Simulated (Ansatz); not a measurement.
## ZnS: the gap under strain, fitted and tested

Plane-wave DFT in Ansatz, PBE, scalar-relativistic PAW potentials, cutoff 420 eV, no spin-orbit coupling; no spin polarisation. ZnS in space group F-43m. Uniaxial strain along c; a, b and atoms relaxed (conventional cell); Kohn–Sham gaps sought over the whole zone.

| strain (%) | space group | gap (eV) |
| --- | --- | --- |
| -3.0 | I-4m2 | 1.955 |
| -2.0 | I-4m2 | 1.975 |
| -1.0 | I-4m2 | 1.995 |
| +0.0 | F-43m | 2.018 |
| +1.0 | I-4m2 | 1.987 |
| +2.0 | I-4m2 | 1.957 |
| +3.0 | I-4m2 | ? |

Problem. Fit the given gaps and predict the missing one.

Solution. Next to zero the slopes are +23 meV per % on the compressed side and -31 on the stretched side. The slope drops at zero, where the strain lowers the symmetry and can split a degenerate edge, with another member setting the gap on each side, so only the side of the missing row is fitted, by a line: E_g = 2.018 -0.0305 ε eV (ε in %; scatter 0 meV). At +3.0 % this gives 1.926 eV; the run gave 1.925 eV, 1 meV away. The fit holds.

Cost: about 3 core-minutes for the runs cited, on Intel Xeon Platinum 8488C (Sapphire Rapids) (shared hosts).